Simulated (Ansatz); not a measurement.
Start from CaF₂ in the fluorite structure (space group Fm-3m, No. 225; a = 5.420 Å). Axes: x, y, z lie along the cube axes.

Level of theory: Kohn–Sham DFT with the PBEsol functional, run in Ansatz (a first-principles code) with PAW and 420 eV plane waves, no spin-orbit coupling, earlier PAW set.

A first run, uniaxial strain ε_yy = −1.31 %, gives secant values C11 ≈ 170 GPa and C12 ≈ 49 GPa from its stress. A second run applies biaxial strain +2.25 %, plane normal [001], relaxed out of plane.

What does linear elasticity predict for −ε⊥/ε∥ in the second run, and what does the run give?

Linear elasticity: 2 C12/C11 = 0.58. The run gives 0.53; any difference comes from nonlinear terms at these strains and numerical noise.

Whether these cells are dynamically stable was not tested.
